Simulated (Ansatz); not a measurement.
Runs of Ansatz 0.2.0 on AlFe. The structure is cubic, space group Pm-3m (No. 221). Conventional cell: a = 2.910 Å, b = 2.910 Å, c = 2.910 Å, α = 90.00°, β = 90.00°, γ = 90.00°. Fe (site symmetry m-3m) is surrounded by 8 Al at 2.52 Å. Al (site symmetry m-3m) is surrounded by 8 Fe at 2.52 Å. 

```tsv
potentials or basis	cutoff (eV)	gap on the mesh (eV)	pressure (GPa)	moment (μB)
SPMS NC	871	none	(a)	(b)
PseudoDojo standard (PBE files)	1225	none	-6.1	0.71
Ansatz PAW earlier set	1050	none	-6.1	0.66
JTH PAW	1320	none	-6.5	0.67
Ansatz PAW	420	none	-6.1	0.66
```

Alike in all rows: task band structure; level PBE; spin collinear, ferromagnetic start; cell as given; k mesh 9 × 9 × 9; smearing fermi-dirac 0.05 eV.

Problem. Fill in the values left out.

Solution. (a) -6.3; (b) 0.68.

A gap of «none» marks a metal or a gap under the smearing width.

The runs don't all hold the same shells in valence.
